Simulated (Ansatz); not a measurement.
# TiAl: shifting one sublattice

Aim: for TiAl, map the energy as every Al atom is pushed off its site.

Program: Ansatz 0.2.0. Level of theory: DFT PBEsol, scalar-relativistic, plane waves, PAW. These are calculated values, not measurements.

**1. The starting structure**

The structure is tetragonal, space group P4/mmm (No. 123). The conventional cell has a = 2.837 Å, b = 2.837 Å, c = 4.059 Å, α = 90.00°, β = 90.00°, γ = 90.00°. Ti (site symmetry 4/mmm) has 4 Ti at 2.84 Å and 8 Al at 2.85 Å as nearest neighbours. Al (site symmetry 4/mmm) has 4 Al at 2.84 Å and 8 Ti at 2.85 Å as nearest neighbours.

Coordinates:

```
Ti Al
1.0
     2.83730    0.00000    0.00000
     0.00000    2.83730    0.00000
     0.00000    0.00000    4.05910
Ti Al
1 1
Direct
  0.00000 0.00000 0.00000
  0.50000 0.50000 0.50000
```

Source of the structure: the Crystallography Open Database.

**2. A first look at the start**

Contents of input.yaml:

```yaml
crystal:
  lattice:
    - [2.8373, 0.0, 0.0]
    - [0.0, 2.8373, 0.0]
    - [0.0, 0.0, 4.0591]
  atoms:
    - { symbol: Ti, position: [0.0, 0.0, 0.0] }
    - { symbol: Al, position: [0.5, 0.5, 0.5] }
basis:
  ecutwfc: 420
kpoints:
  mp_grid: { grid: [6, 6, 4] }
hamiltonian:
  xc: pbesol
scf:
  occupations: { method: gaussian, width: 0.1 }
output:
  forces: true
  stress: true
  eigenvalues: true
```

Run with:

```console
ansatz run input.yaml --threads 1 --pin off --max-ram 1228MiB --backend cpu --events-out ev --progress --plain --runs-dir out
```

What it wrote (excerpt; [...] marks lines left out):

```text
Warning: RAYON_NUM_THREADS=1 ignored (pool sized by the plan → 1); use --threads N
[...]
Pseudopotentials: kind: paw
Pseudopotential: Ti, paw, valence charge 12, recommended cutoff 420 eV (normal), Ti.paw.azcp
Pseudopotential: Al, paw, valence charge 3, recommended cutoff 420 eV (normal), Al.paw.azcp
Functional definition: PBEsol
[...]
Crystal: 2 atoms, lattice volume = 32.677 Å³
Basis set: ecut = 420 eV, 657 PW (Γ), exchange–correlation on 40×40×60 points (8 copies of the dense FFT grid, shifted against one another)
Bands: 12, of which v1, the nominal top of the filled ones, is band 8 counted from 1 (7 counted from 0)
Symmetry: 16 space group operations
Space group: P4/mmm (ITA 123), of the structure as read, at distance tolerance 3.2e-5 Å
k-points: 30 of 144
[...]
SCF iter   1: F=—  HF=-2999.260244 eV  |F-HF|=—  |Δ(HF+E_count)|=         —  Δρ=5.86e-3  dr2=8.24e-3  ethr=1.77e-3  ⟨swp⟩=5.0  Hψ=1824  notcnv=0
[...]
SCF iter   6: F=-2999.257889 eV  HF=-2999.257889 eV  |F-HF|=7.13e-10  |Δ(HF+E_count)|=   4.94e-9  Δρ=1.44e-6  dr2=8.89e-10  ethr=1.05e-10  ⟨swp⟩=1.6  Hψ=1130  notcnv=0
[...]
SCF converged after 6 iterations
Free energy (F): -2999.257889 eV
[...]
E sigma→0 (E₀):  -2999.254081 eV
Entropy (-TS):   -0.007616 eV (-3.808 meV/atom)
Fermi energy:    10.825567 eV
[...]
--- Forces (eV/Å), atoms counted from 1 ---
  atom   1  Ti    -0.00000000     0.00000000     0.00000000
  atom   2  Al     0.00000000    -0.00000000     0.00000000
[...]
--- Stress (GPa, compression-positive) ---
       -4.088539       0.000000       0.000000
        0.000000      -4.088539       0.000000
        0.000000       0.000000      -3.187419
  P = ⅓ Tr σ = -3.7882 GPa (-37.882 kbar)
--- Band table (eV; the first three rows and the last of 30) ---
  k-point 0: bands = ["-45.6610", "-22.1662", "-21.7278", "-21.7278", "1.8156", "8.9090", "9.9190", "10.5077", "12.8648", "12.8648", "13.9691", "16.9642"]
[...]
```

Run time: 0.87 s. Hardware: 1 thread of an Arm CPU, shared host; peak memory 0.27 GiB.

No relaxation comes first: the listed cell is the starting point.

**3. The reference: the undisturbed cell on the scan's mesh**

Edit input.yaml of step 2 so:

```diff
@@ -11,3 +11,3 @@
 kpoints:
-  mp_grid: { grid: [6, 6, 4] }
+  mp_grid: { grid: [16, 16, 12] }
 hamiltonian:
@@ -15,3 +15,3 @@
 scf:
-  occupations: { method: gaussian, width: 0.1 }
+  occupations: { method: gaussian, width: 0.15 }
 output:
```

Run with:

```console
ansatz run input.yaml --threads 1 --pin off --max-ram 1228MiB --backend cpu --events-out ev --progress --plain --runs-dir out
```

What it wrote (excerpt; [...] marks lines left out):

```text
Warning: RAYON_NUM_THREADS=1 ignored (pool sized by the plan → 1); use --threads N
[...]
Pseudopotentials: kind: paw
Pseudopotential: Ti, paw, valence charge 12, recommended cutoff 420 eV (normal), Ti.paw.azcp
Pseudopotential: Al, paw, valence charge 3, recommended cutoff 420 eV (normal), Al.paw.azcp
Functional definition: PBEsol
[...]
Crystal: 2 atoms, lattice volume = 32.677 Å³
Basis set: ecut = 420 eV, 657 PW (Γ), exchange–correlation on 40×40×60 points (8 copies of the dense FFT grid, shifted against one another)
Bands: 12, of which v1, the nominal top of the filled ones, is band 8 counted from 1 (7 counted from 0)
Symmetry: 16 space group operations
Space group: P4/mmm (ITA 123), of the structure as read, at distance tolerance 3.2e-5 Å
k-points: 315 of 3072
[...]
SCF iter   1: F=—  HF=-2999.263681 eV  |F-HF|=—  |Δ(HF+E_count)|=         —  Δρ=4.25e-3  dr2=3.98e-3  ethr=1.77e-3  ⟨swp⟩=5.0  Hψ=18839  notcnv=0
[...]
SCF iter   6: F=-2999.262275 eV  HF=-2999.262275 eV  |F-HF|=1.67e-10  |Δ(HF+E_count)|=   7.80e-9  Δρ=3.79e-6  dr2=2.60e-9  ethr=6.67e-10  ⟨swp⟩=4.2  Hψ=10697  notcnv=0
[...]
SCF converged after 6 iterations
Free energy (F): -2999.262275 eV
[...]
E sigma→0 (E₀):  -2999.251935 eV
Entropy (-TS):   -0.020680 eV (-10.340 meV/atom)
Fermi energy:    10.790602 eV
[...]
--- Forces (eV/Å), atoms counted from 1 ---
  atom   1  Ti    -0.00000000     0.00000000     0.00000000
  atom   2  Al     0.00000000     0.00000000     0.00000000
[...]
--- Stress (GPa, compression-positive) ---
       -4.184786       0.000000       0.000000
        0.000000      -4.184786       0.000000
        0.000000       0.000000      -3.426740
  P = ⅓ Tr σ = -3.9321 GPa (-39.321 kbar)
--- Band table (eV; the first three rows and the last of 315) ---
  k-point 0: bands = ["-45.5962", "-22.0946", "-21.6705", "-21.6705", "1.8047", "8.9414", "9.9591", "10.5061", "12.9170", "12.9170", "14.0194", "16.9923"]
[...]
```

Run time: 5 s. Hardware: 1 thread of an Arm CPU, shared host; peak memory 0.39 GiB.

The reference gives a free energy of -2999.2623 eV, pressure -3.93 GPa, largest force 0.000 eV/Å and gap on the mesh none (metal).

**4. Setting up shifting one sublattice**

Every Al atom is moved by x along the Cartesian unit vector (-1.000, 0.000, 0.000); the cell and all other atoms stay fixed. Forces below are components along that vector, summed over the moved atoms.

**5. Point x = -0.100 Å**

Edit input.yaml of step 3 so:

```diff
@@ -7,3 +7,3 @@
     - { symbol: Ti, position: [0.0, 0.0, 0.0] }
-    - { symbol: Al, position: [0.5, 0.5, 0.5] }
+    - { symbol: Al, position: [0.535244775, 0.5, 0.5] }
 basis:
```

Run with:

```console
ansatz run input.yaml --threads 1 --pin off --max-ram 1228MiB --backend cpu --events-out ev --progress --plain --runs-dir out
```

What it wrote (excerpt; [...] marks lines left out):

```text
Warning: RAYON_NUM_THREADS=1 ignored (pool sized by the plan → 1); use --threads N
[...]
Pseudopotentials: kind: paw
Pseudopotential: Ti, paw, valence charge 12, recommended cutoff 420 eV (normal), Ti.paw.azcp
Pseudopotential: Al, paw, valence charge 3, recommended cutoff 420 eV (normal), Al.paw.azcp
Functional definition: PBEsol
[...]
Crystal: 2 atoms, lattice volume = 32.677 Å³
Basis set: ecut = 420 eV, 657 PW (Γ), exchange–correlation on 40×40×60 points (8 copies of the dense FFT grid, shifted against one another)
Bands: 12, of which v1, the nominal top of the filled ones, is band 8 counted from 1 (7 counted from 0)
Symmetry: 4 space group operations
Space group: Pmm2 (ITA 25), of the structure as read, at distance tolerance 3.2e-5 Å
k-points: 567 of 3072 (time reversal used)
[...]
SCF iter   1: F=—  HF=-2999.242387 eV  |F-HF|=—  |Δ(HF+E_count)|=         —  Δρ=4.21e-3  dr2=3.94e-3  ethr=1.77e-3  ⟨swp⟩=5.0  Hψ=33912  notcnv=0
[...]
SCF iter   6: F=-2999.240969 eV  HF=-2999.240969 eV  |F-HF|=1.01e-10  |Δ(HF+E_count)|=  2.58e-10  Δρ=3.31e-6  dr2=1.77e-9  ethr=6.67e-10  ⟨swp⟩=4.1  Hψ=19202  notcnv=0
[...]
SCF converged after 6 iterations
Free energy (F): -2999.240969 eV
[...]
E sigma→0 (E₀):  -2999.230576 eV
Entropy (-TS):   -0.020787 eV (-10.394 meV/atom)
Fermi energy:    10.786528 eV
[...]
--- Forces (eV/Å), atoms counted from 1 ---
  atom   1  Ti     0.42504491     0.00000000     0.00000000
  atom   2  Al    -0.42503570     0.00000000     0.00000000
[...]
--- Stress (GPa, compression-positive) ---
       -4.137414       0.000000       0.000000
        0.000000      -3.999102       0.000000
        0.000000       0.000000      -2.927327
  P = ⅓ Tr σ = -3.6879 GPa (-36.879 kbar)
--- Band table (eV; the first three rows and the last of 567) ---
  k-point 0: bands = ["-45.5949", "-22.0935", "-21.6700", "-21.6698", "1.8049", "8.9394", "9.9567", "10.5035", "12.9118", "12.9256", "14.0192", "16.9770"]
[...]
```

Wall time 15 s (1 thread of an Arm CPU, shared host); peak memory 0.54 GiB.

**6. x = 0.075 Å**

Edit input.yaml of step 5 so:

```diff
@@ -7,3 +7,3 @@
     - { symbol: Ti, position: [0.0, 0.0, 0.0] }
-    - { symbol: Al, position: [0.535244775, 0.5, 0.5] }
+    - { symbol: Al, position: [0.4735664188, 0.5, 0.5] }
 basis:
```

Run with:

```console
ansatz run input.yaml --threads 1 --pin off --max-ram 1228MiB --backend cpu --events-out ev --progress --plain --runs-dir out
```

What it wrote (excerpt; [...] marks lines left out):

```text
[...]
SCF converged after 6 iterations
Free energy (F): -2999.250277 eV
[...]
E sigma→0 (E₀):  -2999.239908 eV
Entropy (-TS):   -0.020740 eV (-10.370 meV/atom)
Fermi energy:    10.788291 eV
[...]
--- Forces (eV/Å), atoms counted from 1 ---
  atom   1  Ti    -0.31948817     0.00000000     0.00000000
  atom   2  Al     0.31948118     0.00000000     0.00000000
[...]
--- Stress (GPa, compression-positive) ---
       -4.157608       0.000000       0.000000
        0.000000      -4.080260       0.000000
        0.000000       0.000000      -3.145641
  P = ⅓ Tr σ = -3.7945 GPa (-37.945 kbar)
--- Band table (eV; the first three rows and the last of 567) ---
  k-point 0: bands = ["-45.5955", "-22.0940", "-21.6702", "-21.6701", "1.8048", "8.9403", "9.9578", "10.5046", "12.9141", "12.9219", "14.0193", "16.9836"]
[...]
```

Run time: 15 s. Hardware: 1 thread of an Arm CPU, shared host; peak memory 0.54 GiB.

**7. At x = -0.050 Å**

Edit input.yaml of step 6 so:

```diff
@@ -7,3 +7,3 @@
     - { symbol: Ti, position: [0.0, 0.0, 0.0] }
-    - { symbol: Al, position: [0.4735664188, 0.5, 0.5] }
+    - { symbol: Al, position: [0.5176223875, 0.5, 0.5] }
 basis:
```

Run with:

```console
ansatz run input.yaml --threads 1 --pin off --max-ram 1228MiB --backend cpu --events-out ev --progress --plain --runs-dir out
```

What it wrote (excerpt; [...] marks lines left out):

```text
Warning: RAYON_NUM_THREADS=1 ignored (pool sized by the plan → 1); use --threads N
[...]
Pseudopotentials: kind: paw
Pseudopotential: Ti, paw, valence charge 12, recommended cutoff 420 eV (normal), Ti.paw.azcp
Pseudopotential: Al, paw, valence charge 3, recommended cutoff 420 eV (normal), Al.paw.azcp
Functional definition: PBEsol
[...]
Crystal: 2 atoms, lattice volume = 32.677 Å³
Basis set: ecut = 420 eV, 657 PW (Γ), exchange–correlation on 40×40×60 points (8 copies of the dense FFT grid, shifted against one another)
Bands: 12, of which v1, the nominal top of the filled ones, is band 8 counted from 1 (7 counted from 0)
Symmetry: 4 space group operations
Space group: Pmm2 (ITA 25), of the structure as read, at distance tolerance 3.2e-5 Å
k-points: 567 of 3072 (time reversal used)
[...]
SCF iter   1: F=—  HF=-2999.258355 eV  |F-HF|=—  |Δ(HF+E_count)|=         —  Δρ=4.24e-3  dr2=3.97e-3  ethr=1.77e-3  ⟨swp⟩=5.0  Hψ=33893  notcnv=0
[...]
SCF iter   6: F=-2999.256939 eV  HF=-2999.256939 eV  |F-HF|=1.15e-10  |Δ(HF+E_count)|=  8.03e-10  Δρ=3.30e-6  dr2=1.78e-9  ethr=6.67e-10  ⟨swp⟩=4.1  Hψ=19190  notcnv=0
[...]
SCF converged after 6 iterations
Free energy (F): -2999.256939 eV
[...]
E sigma→0 (E₀):  -2999.246585 eV
Entropy (-TS):   -0.020706 eV (-10.353 meV/atom)
Fermi energy:    10.789570 eV
[...]
--- Forces (eV/Å), atoms counted from 1 ---
  atom   1  Ti     0.21332389     0.00000000     0.00000000
  atom   2  Al    -0.21331966     0.00000000     0.00000000
[...]
--- Stress (GPa, compression-positive) ---
       -4.172536       0.000000       0.000000
        0.000000      -4.138305       0.000000
        0.000000       0.000000      -3.301749
  P = ⅓ Tr σ = -3.8709 GPa (-38.709 kbar)
--- Band table (eV; the first three rows and the last of 567) ---
  k-point 0: bands = ["-45.5959", "-22.0943", "-21.6704", "-21.6703", "1.8048", "8.9409", "9.9585", "10.5055", "12.9157", "12.9192", "14.0193", "16.9884"]
[...]
```

It took 14 s on 1 thread of an Arm CPU, shared host; peak memory 0.54 GiB.

**8. At x = 0.025 Å**

Edit input.yaml of step 7 so:

```diff
@@ -7,3 +7,3 @@
     - { symbol: Ti, position: [0.0, 0.0, 0.0] }
-    - { symbol: Al, position: [0.5176223875, 0.5, 0.5] }
+    - { symbol: Al, position: [0.4911888063, 0.5, 0.5] }
 basis:
```

Run with:

```console
ansatz run input.yaml --threads 1 --pin off --max-ram 1228MiB --backend cpu --events-out ev --progress --plain --runs-dir out
```

What it wrote (excerpt; [...] marks lines left out):

```text
Warning: RAYON_NUM_THREADS=1 ignored (pool sized by the plan → 1); use --threads N
[...]
Pseudopotentials: kind: paw
Pseudopotential: Ti, paw, valence charge 12, recommended cutoff 420 eV (normal), Ti.paw.azcp
Pseudopotential: Al, paw, valence charge 3, recommended cutoff 420 eV (normal), Al.paw.azcp
Functional definition: PBEsol
[...]
Crystal: 2 atoms, lattice volume = 32.677 Å³
Basis set: ecut = 420 eV, 657 PW (Γ), exchange–correlation on 40×40×60 points (8 copies of the dense FFT grid, shifted against one another)
Bands: 12, of which v1, the nominal top of the filled ones, is band 8 counted from 1 (7 counted from 0)
Symmetry: 4 space group operations
Space group: Pmm2 (ITA 25), of the structure as read, at distance tolerance 3.2e-5 Å
k-points: 567 of 3072 (time reversal used)
[...]
SCF iter   1: F=—  HF=-2999.262364 eV  |F-HF|=—  |Δ(HF+E_count)|=         —  Δρ=4.25e-3  dr2=3.98e-3  ethr=1.77e-3  ⟨swp⟩=5.0  Hψ=33906  notcnv=0
[...]
SCF iter   6: F=-2999.260940 eV  HF=-2999.260940 eV  |F-HF|=7.19e-11  |Δ(HF+E_count)|=   2.21e-9  Δρ=3.37e-6  dr2=1.89e-9  ethr=6.67e-10  ⟨swp⟩=4.1  Hψ=19200  notcnv=0
[...]
SCF converged after 6 iterations
Free energy (F): -2999.260940 eV
[...]
E sigma→0 (E₀):  -2999.250597 eV
Entropy (-TS):   -0.020687 eV (-10.343 meV/atom)
Fermi energy:    10.790344 eV
[...]
--- Forces (eV/Å), atoms counted from 1 ---
  atom   1  Ti    -0.10676082     0.00000000     0.00000000
  atom   2  Al     0.10675771     0.00000000     0.00000000
[...]
--- Stress (GPa, compression-positive) ---
       -4.181693       0.000000       0.000000
        0.000000      -4.173164       0.000000
        0.000000       0.000000      -3.395485
  P = ⅓ Tr σ = -3.9168 GPa (-39.168 kbar)
--- Band table (eV; the first three rows and the last of 567) ---
  k-point 0: bands = ["-45.5961", "-22.0945", "-21.6705", "-21.6704", "1.8047", "8.9413", "9.9590", "10.5060", "12.9167", "12.9175", "14.0194", "16.9913"]
[...]
```

Wall time 14 s (1 thread of an Arm CPU, shared host); peak memory 0.54 GiB.

**9. Point x = 0.087 Å**

Edit input.yaml of step 8 so:

```diff
@@ -7,3 +7,3 @@
     - { symbol: Ti, position: [0.0, 0.0, 0.0] }
-    - { symbol: Al, position: [0.4911888063, 0.5, 0.5] }
+    - { symbol: Al, position: [0.4691608219, 0.5, 0.5] }
 basis:
```

Run with:

```console
ansatz run input.yaml --threads 1 --pin off --max-ram 1228MiB --backend cpu --events-out ev --progress --plain --runs-dir out
```

What it wrote (excerpt; [...] marks lines left out):

```text
[...]
SCF converged after 6 iterations
Free energy (F): -2999.245953 eV
[...]
E sigma→0 (E₀):  -2999.235572 eV
Entropy (-TS):   -0.020762 eV (-10.381 meV/atom)
Fermi energy:    10.787468 eV
[...]
--- Forces (eV/Å), atoms counted from 1 ---
  atom   1  Ti    -0.37235596     0.00000000     0.00000000
  atom   2  Al     0.37234755     0.00000000     0.00000000
[...]
--- Stress (GPa, compression-positive) ---
       -4.148128       0.000000       0.000000
        0.000000      -4.042565       0.000000
        0.000000       0.000000      -3.044248
  P = ⅓ Tr σ = -3.7450 GPa (-37.450 kbar)
--- Band table (eV; the first three rows and the last of 567) ---
  k-point 0: bands = ["-45.5952", "-22.0937", "-21.6701", "-21.6700", "1.8049", "8.9399", "9.9573", "10.5041", "12.9130", "12.9236", "14.0193", "16.9806"]
[...]
```

It took 21 s on 1 thread of an Arm CPU, shared host; peak memory 0.55 GiB.

**10. All points together**

All points in order; energies are free energies above the reference cell:

```
 x (Å)  ΔE (meV/cell)  force on the moved atoms (eV/Å)  pressure (GPa)
-0.100           21.3                            0.425            -3.7
-0.050            5.3                            0.213            -3.9
 0.000            0.0                            0.000            -3.9
 0.025            1.3                           -0.107            -3.9
 0.075           12.0                           -0.320            -3.8
 0.087           16.3                           -0.372            -3.7
```

Not run, since symmetry makes them alike: 0.100 repeats -0.100, -0.075 repeats 0.075, 0.050 repeats -0.050, -0.025 repeats 0.025. Energy, pressure and gap are the same there.

**11. Summary of results**

| quantity | value |
| --- | --- |
| force constant along x, from the points at -0.050, 0 and 0.025 Å | 4.27 eV/Å² |

The restoring force grows by 4.27 eV/Å per Å near the site. No sampled point lies below the undisturbed cell.
